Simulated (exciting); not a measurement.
# Ti (Im-3m) in exciting: reference runs, part 2 of 2

exciting (release sodium). The steps go on from the part before.

## (6) Equation of state, PBEsol, 17.32 Å³/atom (volume scaled by 0.98)

Input file input.xml:

```xml
<input>
  <title>Ti</title>
  <structure speciespath="./" tshift="false">
    <crystal scale="1">
      <basevect>-3.080227590524 3.080227590524 3.080227590524</basevect>
      <basevect>3.080227590524 -3.080227590524 3.080227590524</basevect>
      <basevect>3.080227590524 3.080227590524 -3.080227590524</basevect>
    </crystal>
    <species speciesfile="Ti.xml" rmt="2">
      <atom coord="0.000000000000 0.000000000000 0.000000000000"/>
    </species>
  </structure>
  <groundstate do="fromscratch" ngridk="11 11 11" rgkmax="9" gmaxvr="14" lmaxapw="10" lmaxmat="10" lmaxvr="8" xctype="GGA_PBE_SOL" stype="Fermi Dirac" swidth="0.00183747" nempty="12" ValenceRelativity="iora*" epsengy="1e-05" epspot="1e-05" maxscl="60" outputlevel="normal"/>
</input>
```

Potentials or basis: all-electron LAPW+lo, shipped species files, valence relativity iora*.

Command:

```sh
$ OMP_NUM_THREADS=1 exciting_smp
```

It took 24 s on 1 thread of Arm Neoverse V2, shared host; peak memory 0.09 GiB.

Results (log left out):

* Free energy: -23207.7098 eV
* Band gap on the k mesh: none (metal or under the smearing width)
* All electrons inside the program's atomic spheres: Ti 19.53 (radii Ti 2.0 bohr)

Caveat: the log's total energy holds no entropy term; the free energy is that total less TS from the occupations.

## (7) Equation of state, PBEsol, 17.68 Å³/atom

input.xml, as its differences from that of step 6:

```diff
@@ -4,5 +4,5 @@
     <crystal scale="1">
-      <basevect>-3.080227590524 3.080227590524 3.080227590524</basevect>
-      <basevect>3.080227590524 -3.080227590524 3.080227590524</basevect>
-      <basevect>3.080227590524 3.080227590524 -3.080227590524</basevect>
+      <basevect>-3.101040570511 3.101040570511 3.101040570511</basevect>
+      <basevect>3.101040570511 -3.101040570511 3.101040570511</basevect>
+      <basevect>3.101040570511 3.101040570511 -3.101040570511</basevect>
     </crystal>
```

Command:

```sh
$ OMP_NUM_THREADS=1 exciting_smp
```

Wall time 25 s (1 thread of Arm Neoverse V2, shared host); peak memory 0.09 GiB.

The run converged. Its results:

```
Free energy                                       : -23207.6968 eV
Band gap on the k mesh                            : none (metal or under the smearing width)
All electrons inside the program's atomic spheres : Ti 19.51 (radii Ti 2.0 bohr)
```

Caveat: the log's total energy holds no entropy term; the free energy is that total less TS from the occupations.

## (8) Equation of state, PBEsol, 18.03 Å³/atom (volume scaled by 1.02)

input.xml, as its differences from that of step 7:

```diff
@@ -4,5 +4,5 @@
     <crystal scale="1">
-      <basevect>-3.101040570511 3.101040570511 3.101040570511</basevect>
-      <basevect>3.101040570511 -3.101040570511 3.101040570511</basevect>
-      <basevect>3.101040570511 3.101040570511 -3.101040570511</basevect>
+      <basevect>-3.121577861566 3.121577861566 3.121577861566</basevect>
+      <basevect>3.121577861566 -3.121577861566 3.121577861566</basevect>
+      <basevect>3.121577861566 3.121577861566 -3.121577861566</basevect>
     </crystal>
```

Command:

```sh
$ OMP_NUM_THREADS=1 exciting_smp
```

It took 25 s on 1 thread of Arm Neoverse V2, shared host; peak memory 0.1 GiB.

Results (log left out):

```yaml
Free_energy: -23207.6800 eV
Band_gap_on_the_k_mesh: none (metal or under the smearing width)
All_electrons_inside_the_program's_atomic_spheres: Ti 19.50 (radii Ti 2.0 bohr)
```

Caveat: the log's total energy holds no entropy term; the free energy is that total less TS from the occupations.

## (9) Equation of state, PBEsol, 18.38 Å³/atom (volume scaled by 1.04)

input.xml, as its differences from that of step 8:

```diff
@@ -4,5 +4,5 @@
     <crystal scale="1">
-      <basevect>-3.121577861566 3.121577861566 3.121577861566</basevect>
-      <basevect>3.121577861566 -3.121577861566 3.121577861566</basevect>
-      <basevect>3.121577861566 3.121577861566 -3.121577861566</basevect>
+      <basevect>-3.141848415700 3.141848415700 3.141848415700</basevect>
+      <basevect>3.141848415700 -3.141848415700 3.141848415700</basevect>
+      <basevect>3.141848415700 3.141848415700 -3.141848415700</basevect>
     </crystal>
```

Potentials or basis: all-electron LAPW+lo, shipped species files, valence relativity iora*.

Command:

```sh
$ OMP_NUM_THREADS=1 exciting_smp
```

It took 26 s on 1 thread of Arm Neoverse V2, shared host; peak memory 0.1 GiB.

It converged, with:

```
Free energy                                       : -23207.6597 eV
Band gap on the k mesh                            : none (metal or under the smearing width)
All electrons inside the program's atomic spheres : Ti 19.49 (radii Ti 2.0 bohr)
```

Caveat: the log's total energy holds no entropy term; the free energy is that total less TS from the occupations.

## (10) Equation of state, PBEsol, 18.74 Å³/atom (volume scaled by 1.06)

input.xml, as its differences from that of step 9:

```diff
@@ -4,5 +4,5 @@
     <crystal scale="1">
-      <basevect>-3.141848415700 3.141848415700 3.141848415700</basevect>
-      <basevect>3.141848415700 -3.141848415700 3.141848415700</basevect>
-      <basevect>3.141848415700 3.141848415700 -3.141848415700</basevect>
+      <basevect>-3.161860728554 3.161860728554 3.161860728554</basevect>
+      <basevect>3.161860728554 -3.161860728554 3.161860728554</basevect>
+      <basevect>3.161860728554 3.161860728554 -3.161860728554</basevect>
     </crystal>
```

Command:

```sh
$ OMP_NUM_THREADS=1 exciting_smp
```

It took 26 s on 1 thread of Arm Neoverse V2, shared host; peak memory 0.1 GiB.

Results (log left out):

* Free energy: -23207.6361 eV
* Band gap on the k mesh: none (metal or under the smearing width)
* All electrons inside the program's atomic spheres: Ti 19.48 (radii Ti 2.0 bohr)

Caveat: the log's total energy holds no entropy term; the free energy is that total less TS from the occupations.

## (11) Equation of state, PBEsol

This step only gathers the single runs of the series.

What came out:

```yaml
Equilibrium_volume: outside the volumes run
```

Energy against volume, from the lowest point:
```
volume (Å³/atom)  energy (meV/atom)
          16.616               0.00
          16.969               3.88
          17.323              12.45
          17.676              25.40
          18.030              42.22
          18.383              62.55
          18.737              86.14
```

Caveat: the minimum lies outside the volumes run.

## (12) The runs side by side

```tsv
task	cell	epsengy	epspot	maxscl	gap on the mesh (eV)
single point	as given	1e-05 Ha	1e-05 Ha	60	none
single point	cell strained at random at fixed volume	1e-05 Ha	1e-05 Ha	60	none
equation of state	as given	-	-	-	-
```

Alike in all rows: level PBEsol; potentials or basis all-electron LAPW+lo, shipped species files, valence relativity iora*; no spin polarisation; k mesh 11 × 11 × 11; smearing fermi-dirac 0.05 eV; rgkmax 9.

Caveats: the free energy is that total less TS from the occupations (some runs); the minimum lies outside the volumes run (some runs).

Compare energies only between runs with the same functional and basis.
